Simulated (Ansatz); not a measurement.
# SnSe (F-43m) in Ansatz: notebook

The runs below take SnSe through band structure, with PBE0, PBEsol0, B3LYP.

Everything below comes from runs of Ansatz 0.2.0. Logs are shortened: lines on timing, memory, paths and dates and some standing lists are left out, and cuts for length are marked.

### 1 The crystal as given

It takes space group F-43m (No. 216, cubic). Conventional cell: a = 6.782 Å, b = 6.782 Å, c = 6.782 Å, α = 90.00°, β = 90.00°, γ = 90.00°. Around Sn (site symmetry -43m) lie 4 Se at 2.94 Å. Se (site symmetry -43m) is surrounded by 4 Sn at 2.94 Å.

The cell was built by a generator and needn't be a form met in nature.

### 2 Band structure, PBE0

Input file input:

```
crystal:
  lattice:
    - [0.0, 3.39084, 3.39084]
    - [3.39084, 0.0, 3.39084]
    - [3.39084, 3.39084, 0.0]
  atoms:
    - { symbol: Sn, position: [0.0, 0.0, 0.0] }
    - { symbol: Se, position: [0.75, 0.75, 0.75] }
hamiltonian:
  xc: pbe0
  pseudopotentials: { kind: paw }
kpoints:
  mp_grid: { grid: [4, 4, 4] }
  band_path:
    path:
      - [[0.0, 0.0, 0.0], [0.5, 0.0, 0.5], [0.5, 0.25, 0.75], [0.375, 0.375, 0.75], [0.0, 0.0, 0.0], [0.5, 0.5, 0.5], [0.625, 0.25, 0.625], [0.5, 0.25, 0.75], [0.5, 0.5, 0.5], [0.375, 0.375, 0.75]]
      - [[0.625, 0.25, 0.625], [0.5, 0.0, 0.5]]
    npoints: 4
scf:
  occupations: { method: fermi_dirac, width: 0.05 }
  n_extra_bands: 6
output:
  forces: true
  stress: true
  eigenvalues: true
  fatbands: false
```

Potentials or basis: Ansatz PAW.

The log of the run:

```text
Warning: output.stress: scf.convergence.dr2_threshold = 1e-7 eV (the SCF's general default) is looser than the 2e-10 eV advised for a printed stress (1e-10 eV for each atom of the cell: 2). What an SCF threshold leaves in a stress goes as its square root, and in the free energy as the threshold itself, and one threshold admits the most on a small cell: of the crystals measured, under no hybrid functional and no lock of the moments, on runs that ended without the residual-converged pass, on stresses that held no estimate of that error, the worst erred by over 100 MPa in a component at 1e-7 eV an atom and by under 5 at 1e-10. Set scf.convergence.dr2_threshold to 2e-10 eV or tighter. The threshold is an SCF's pass mark: one that does not reach it within its budget of iterations ends unconverged, or closes short of it on a stop that the run arms, and scf.convergence.dr2_threshold's page says what that costs each kind of run
Warning: output.stress: scf.exx.energy_threshold = 1e-6 eV is looser than the 2e-8 eV advised for a stress under a hybrid functional (1e-8 eV for each atom of the cell: 2). Every SCF of the exchange loop can meet its threshold on dr2 while the loop round them stops early: no threshold on dr2 bounds what that leaves in the stress. Set scf.exx.energy_threshold to 2e-8 eV or tighter. The threshold is the loop's pass mark: a loop that does not reach it within its budget of cycles ends unconverged, and scf.exx.energy_threshold's page has the law
scf.n_extra_bands = 6 over 15 filled bands (N_el = 30.0): the run solves 21 bands
GPUs: using 1 of 1 available (devices: 1).
Engine: ansatz 0.2.0, x86_64-unknown-linux-gnu
Pseudopotentials: kind: paw
Pseudopotential: Sn, paw, valence charge 14, recommended cutoff 420 eV (normal), Sn.paw.azcp
Pseudopotential: Se, paw, valence charge 16, recommended cutoff 420 eV (normal), Se.paw.azcp
Functional definition: PBE0
  parameter a = 0.25
  parameter kappa = 0.804
  parameter beta = 0.06672455060314922
  exchange = (1 - a)*pbe_x(kappa = kappa, mu = beta*pi^2/3) + a*exact_x
  correlation = pbe_c(beta = beta)
device memory: the entry about to start is reckoned to put 0.9 GiB on a device that reports 52.2 GiB free (of which the cap on the GPU budget leaves the run 18.0 GiB)
GPU FFT provider: cuFFT
GPU libraries: cuBLAS 13.8.2, cuFFT 12.4.0, cuSOLVER 12.3.4
Crystal: 2 atoms, lattice volume = 77.974 Å³
Basis set: ecut = 420 eV, 1471 PW (Γ), exchange–correlation on 72×72×72 points (8 copies of the dense FFT grid, shifted against one another)
Bands: 21, of which v1, the nominal top of the filled ones, is band 15 counted from 1 (14 counted from 0)
Symmetry: 24 space group operations
Space group: F-43m (ITA 216), of the structure as read, at distance tolerance 4.3e-5 Å
k-points: 8 of 64 (time reversal used)
Non-local potential: Sn, projectors of the file, l = 0: 2, l = 1: 2, l = 2: 2, l = 3: 2
Non-local potential: Se, projectors of the file, l = 0: 2, l = 1: 2, l = 2: 3, l = 3: 1
PAW form: soft (Blöchl's): semilocal exchange-correlation on the pseudo side does not see the compensation charge
PAW frozen core: Sn, regenerated for the run's functional, and the local potential with it (the file was generated under x = pbe(κ = 0.804, μ = 0.2195149727645171), c = pbe(β = 0.06672455060314922))
PAW frozen core: Se, regenerated for the run's functional, and the local potential with it (the file was generated under x = pbe(κ = 0.804, μ = 0.2195149727645171), c = pbe(β = 0.06672455060314922))
PAW one-centre angular grid: Sn, 590 points (default); XC on 64 Gauss nodes
PAW one-centre angular grid: Se, 590 points (default); XC on 64 Gauss nodes
Initial density: superposition of atomic densities (neutral atoms: chi_scale 0, normalization atom), corrected by the library's trained network
Initial wavefunctions: pseudopotential atomic-orbital guess
GPU buffer pool allocated for 46656 grid points (all kernels)
GPU transforms: local potential and band sums: pruned to the plane-wave sphere, on 36×36×36
Functional: x = pbe(κ = 0.804, μ = 0.2195149727645171), c = pbe(β = 0.06672455060314922), warm-up for x = 0.75 pbe(κ = 0.804, μ = 0.2195149727645171) + 0.25 exact, c = pbe(β = 0.06672455060314922)
SCF iter   1: F=—  HF=-11493.710688 eV  |F-HF|=—  |Δ(HF+E_count)|=         —  Δρ=1.74e-3  dr2=4.97e-3  ethr=1.77e-3  ⟨swp⟩=11.5  Hψ=757  notcnv=0
preconditioner: auto → none  [metal: Δε(μ)=0.097 eV  Ē_g=10.087 eV  σ=0.050 eV  W_gap=0.43  n_scr=14 (ndim 8)  ℏωp=13.3 eV  f_vac=0.199  D(μ)=1.02/eV (n_scr^D=0)  sad-step TF]
SCF iter   2: F=—  HF=-11493.710468 eV  |F-HF|=—  |Δ(HF+E_count)|=   2.20e-4  Δρ=8.59e-4  dr2=1.33e-3  ethr=1.66e-5  ⟨swp⟩=5.8  Hψ=414  notcnv=0  defer=12
iter 3 solved again at ethr=1.28e-7 eV; its pass at ethr=4.44e-6 eV (dr2=3.85e-5 eV) is discarded
[... 17 lines left out ...]
Frozen-core exchange: fock
iter 1 solved again at ethr=9.78e-5 eV; its pass at ethr=1.00e-1 eV (dr2=2.93e-2 eV) is discarded
SCF iter   1: F=—  HF=-11498.252388 eV  |F-HF|=—  |Δ(HF+E_count)|=         —  Δρ=4.43e-3  dr2=3.60e-2  ethr=9.78e-5  ⟨swp⟩=4.4  Hψ=944  notcnv=0
preconditioner: auto → none  [insulator: Δε(μ)=0.686 eV  Ē_g=12.019 eV  σ=0.050 eV  W_gap=1.00  n_scr=14 (ndim 8)  ℏωp=13.3 eV  f_vac=0.207  D(μ)=0.01/eV (n_scr^D=0)]
SCF iter   2: F=—  HF=-11498.239440 eV  |F-HF|=—  |Δ(HF+E_count)|=   1.29e-2  Δρ=2.42e-3  dr2=6.01e-3  ethr=9.78e-5  ⟨swp⟩=3.1  Hψ=460  notcnv=0
SCF iter   3: F=—  HF=-11498.238137 eV  |F-HF|=—  |Δ(HF+E_count)|=   1.30e-3  Δρ=8.64e-4  dr2=2.84e-3  ethr=1.40e-5  ⟨swp⟩=3.0  Hψ=368  notcnv=0
SCF iter   4: F=—  HF=-11498.256056 eV  |F-HF|=—  |Δ(HF+E_count)|=   1.79e-2  Δρ=8.78e-4  dr2=1.43e-3  ethr=1.38e-6  ⟨swp⟩=4.0  Hψ=528  notcnv=0
SCF iter   5: F=—  HF=-11498.255653 eV  |F-HF|=—  |Δ(HF+E_count)|=   4.04e-4  Δρ=1.47e-4  dr2=1.42e-4  ethr=1.38e-6  ⟨swp⟩=3.0  Hψ=319  notcnv=0
SCF iter   6: F=—  HF=-11498.255645 eV  |F-HF|=—  |Δ(HF+E_count)|=   7.11e-6  Δρ=3.16e-5  dr2=1.07e-4  ethr=8.98e-8  ⟨swp⟩=3.8  Hψ=424  notcnv=0
SCF iter   7: F=—  HF=-11498.256065 eV  |F-HF|=—  |Δ(HF+E_count)|=   4.19e-4  Δρ=1.56e-4  dr2=5.59e-5  ethr=2.01e-9  ⟨swp⟩=5.0  Hψ=675  notcnv=0
SCF iter   8: F=-11498.256051 eV  HF=-11498.256051 eV  |F-HF|=9.96e-8  |Δ(HF+E_count)|=   1.37e-5  Δρ=9.91e-6  dr2=6.84e-6  ethr=2.01e-9  ⟨swp⟩=5.0  Hψ=482  notcnv=0
SCF 2 stopped early in 8 iterations: F = -11498.256051 eV  dr2 = 6.84e-6
hybrid outer 1: dexx = +2.051e-2 eV, tail = 1.05e-4 eV
GPU FFT provider: cuFFT
GPU libraries: cuBLAS 13.8.2, cuFFT 12.4.0, cuSOLVER 12.3.4
GPU buffer pool allocated for 46656 grid points (all kernels)
GPU transforms: local potential and band sums: pruned to the plane-wave sphere, on 36×36×36
Exchange kernel: α = 0.2500, full range, Wigner–Seitz truncation, v(0) = 10123.5627 eV·Å³, q-mesh 4×4×4, nearest image of the exchange supercell L = 19.18 Å, pair-density grid 18×18×18, without the augmentation charges, whose exchange is taken in its separable form by FFT convolution over the k-point mesh (sized by the pseudopotential files, 27×27×27 at the most), smooth part of the exact exchange by density-matrix convolution in up to 1.95 GiB of GPU memory as planned if the GPU has room (build and FFT work areas not counted)
Frozen-core exchange: fock
SCF iter   1: F=—  HF=-11498.255921 eV  |F-HF|=—  |Δ(HF+E_count)|=         —  Δρ=4.00e-5  dr2=5.69e-6  ethr=1.74e-6  ⟨swp⟩=2.4  Hψ=341  notcnv=0
preconditioner: auto → none  [insulator: Δε(μ)=0.987 eV  Ē_g=11.977 eV  σ=0.050 eV  W_gap=1.00  n_scr=14 (ndim 8)  ℏωp=13.3 eV  f_vac=0.213  D(μ)=0.00/eV (n_scr^D=0)]
SCF iter   2: F=—  HF=-11498.255923 eV  |F-HF|=—  |Δ(HF+E_count)|=   2.20e-6  Δρ=2.07e-5  dr2=4.60e-6  ethr=3.70e-9  ⟨swp⟩=4.1  Hψ=534  notcnv=0
SCF iter   3: F=—  HF=-11498.256020 eV  |F-HF|=—  |Δ(HF+E_count)|=   9.67e-5  Δρ=1.42e-5  dr2=4.61e-7  ethr=4.85e-10  ⟨swp⟩=4.2  Hψ=492  notcnv=0
SCF iter   4: F=—  HF=-11498.256020 eV  |F-HF|=—  |Δ(HF+E_count)|=   1.22e-7  Δρ=5.13e-6  dr2=6.00e-8  ethr=4.85e-10  ⟨swp⟩=3.0  Hψ=328  notcnv=0
SCF iter   5: F=—  HF=-11498.256020 eV  |F-HF|=—  |Δ(HF+E_count)|=  5.86e-10  Δρ=1.04e-6  dr2=3.96e-8  ethr=5.58e-11  ⟨swp⟩=4.0  Hψ=418  notcnv=0
SCF iter   6: F=—  HF=-11498.256020 eV  |F-HF|=—  |Δ(HF+E_count)|=   2.43e-7  Δρ=3.27e-6  dr2=2.19e-8  ethr=1.92e-12  ⟨swp⟩=5.1  Hψ=570  notcnv=0
SCF iter   7: F=-11498.256020 eV  HF=-11498.256020 eV  |F-HF|=3.27e-11  |Δ(HF+E_count)|=   6.25e-9  Δρ=2.89e-7  dr2=1.31e-9  ethr=1.92e-12  ⟨swp⟩=4.6  Hψ=419  notcnv=0
SCF 3 converged in 7 iterations: F = -11498.256020 eV  dr2 = 1.31e-9
  Residual-converged pass: ⟨swp⟩=2.0  Hψ=263  notcnv=0  max |occ|·‖R‖ = 2.1e-6 eV (tolerance 2.4e-6 eV)  dr2=1.31e-9  dr2_onsite=1.16e-11  max |Δocc| = 4.1e-17
hybrid outer 2: dexx = +1.900e-6 eV, tail = 2.34e-8 eV, Δε = 5.64e-3 eV (about 1.66e-4 eV left of the loop's levels)
device memory: the entry about to start is reckoned to put 0.6 GiB on a device that reports 52.9 GiB free (of which the cap on the GPU budget leaves the run 18.0 GiB)
NSCF: frozen V_eff on 42 k-points, pencils in batches of 32, up to order 96
hybrid SCF converged: 2 outer / 15 inner (+8 warm-up), last move |dexx| = 1.90e-6 eV, tail = 2.34e-8 eV
Stability not checked: this state was not tested for a lower state beside it, because the functional holds exact exchange (a hybrid, or Hartree-Fock), whose exchange loop this test does not read (fock_operator; see scf.lower_state_search)
Free energy (F): -11498.256020 eV
Frozen-core exchange: fock
Harris-Foulkes:  -11498.256020 eV  (|F-HF|=3.27e-11)
Internal energy: -11498.256013 eV  (E = F + TS)
E sigma→0 (E₀):  -11498.256016 eV
Entropy (-TS):   -0.000007 eV (-0.004 meV/atom)
Fermi energy:    5.254199 eV
--- Per-component energies (eV) ---
  E_band       = -675.546113
  E_kinetic    = 300.554797
  E_local      = -4170.045985  (includes V_loc(G=0)·N_el)
  E_nonlocal   = -630.279255
  E_hartree    = 2116.891814
  E_xc         = -372.727319
  E_vxc        = -149.215902  (∫ρ·V_xc dr)
  E_exx        = -116.410796  (= α·E_x^exact, valence–valence)
  E_paw        = -6043.862102  (= ΣΔE_a)
  E_vpaw       = -27.521585  (= ΣTr[D̂ρ^β])
  E_aug_tail   = -0.000565  (compensation charges beyond the density's cutoff)
  E_ewald      = -2581.553357
  E_core_change = -0.823244  (= ΣΔE_core)
  E_smearing   = -0.000007  (= −TS)
  E_closure    = 0.000000  (closes the sum)
  Σ components = -11498.256020   (vs F -11498.256020, Δ=0.00e0)
--- Forces (eV/Å), atoms counted from 1 ---
  atom   1  Sn     0.00000000    -0.00000000    -0.00000000
  atom   2  Se    -0.00000000     0.00000000    -0.00000000
  max |Σ_I F_I| component: 2.59e-16 eV/Å
--- Stress (GPa, compression-positive) ---
       -0.649081      -0.000000      -0.000000
       -0.000000      -0.649081       0.000000
       -0.000000       0.000000      -0.649081
  P = ⅓ Tr σ = -0.6491 GPa (-6.491 kbar)
--- Band table (eV; the first three rows and the last of 8) ---
  k-point 0: bands = ["-46.7718", "-46.7718", "-46.7718", "-46.7698", "-46.7698", "-19.4409", "-19.4409", "-19.4409", "-19.4248", "-19.4248", "-9.9223", "-1.1483", "2.1034", "2.1034", "2.1034", "7.3020", "7.3020", "7.3020", "10.6360", "13.5148", "13.5148"]
  k-point 1: bands = ["-46.7719", "-46.7719", "-46.7719", "-46.7698", "-46.7698", "-19.4421", "-19.4393", "-19.4393", "-19.4248", "-19.4248", "-9.6914", "-2.3353", "1.7926", "1.7926", "2.4724", "7.6869", "7.8154", "7.8154", "12.1158", "12.7289", "12.7289"]
  k-point 2: bands = ["-46.7719", "-46.7718", "-46.7718", "-46.7698", "-46.7698", "-19.4433", "-19.4379", "-19.4379", "-19.4246", "-19.4246", "-9.4214", "-3.2586", "1.5385", "1.5385", "2.3395", "8.1066", "8.1066", "9.2520", "12.2205", "13.4057", "13.9262"]
  k-point 7: bands = ["-46.7719", "-46.7719", "-46.7718", "-46.7697", "-46.7697", "-19.4456", "-19.4368", "-19.4343", "-19.4260", "-19.4241", "-9.2374", "-3.5232", "0.4507", "0.5785", "4.7431", "7.4114", "8.0373", "9.8332", "11.3879", "13.6136", "14.7995"]
```

Wall time 38 s (1 × NVIDIA H100 80GB HBM3 with 2 threads of AMD EPYC 7R13 (Zen 3), shared host); peak memory 1.8 GiB.

What came out:

```yaml
Free_energy: -11498.2560 eV
Pressure: -0.6 GPa
Band_gap_on_the_k_mesh: 0.99 eV, indirect (least direct gap 1.72 eV)
Band_gap_along_the_path: 0.99 eV, indirect (least direct gap 1.72 eV)
```

Levels at the corners of the path, in eV from the valence-band top:
```
point  band 11  band 12  band 13  band 14  band 15  band 16  band 17  band 18  band 19  band 20
    Γ   -14.67    -5.89    -2.64    -2.64    -2.64     2.56     2.56     2.56     5.89     8.77
    X   -13.98    -8.30    -3.95    -3.95    -0.73     0.99     5.64     5.64     6.76     8.55
    W   -13.98    -8.27    -4.29    -4.16     0.00     2.67     3.29     5.09     6.64     8.87
    K   -14.00    -8.25    -4.43    -3.73    -0.54     2.19     4.58     4.88     6.35     8.97
    Γ   -14.67    -5.89    -2.64    -2.64    -2.64     2.56     2.56     2.56     5.89     8.77
    L   -14.16    -8.00    -3.20    -3.20    -2.40     3.36     3.36     4.51     7.48     8.66
    U   -14.00    -8.25    -4.43    -3.73    -0.54     2.19     4.58     4.88     6.35     8.97
    W   -13.98    -8.27    -4.29    -4.16     0.00     2.67     3.29     5.09     6.64     8.87
    L   -14.16    -8.00    -3.20    -3.20    -2.40     3.36     3.36     4.51     7.48     8.66
    K   -14.00    -8.25    -4.43    -3.73    -0.54     2.19     4.58     4.88     6.35     8.97
    U   -14.00    -8.25    -4.43    -3.73    -0.54     2.19     4.58     4.88     6.35     8.97
    X   -13.98    -8.30    -3.95    -3.95    -0.73     0.99     5.64     5.64     6.76     8.55
```

Caveat: spin-orbit coupling is left out, which moves the levels of the heavy elements; the PAW data sets come from PBE, with cores solved anew for the run's functional, which leaves a small shift of forces and pressure; the thresholds are loose for stress.

[end of part 1 of 2]
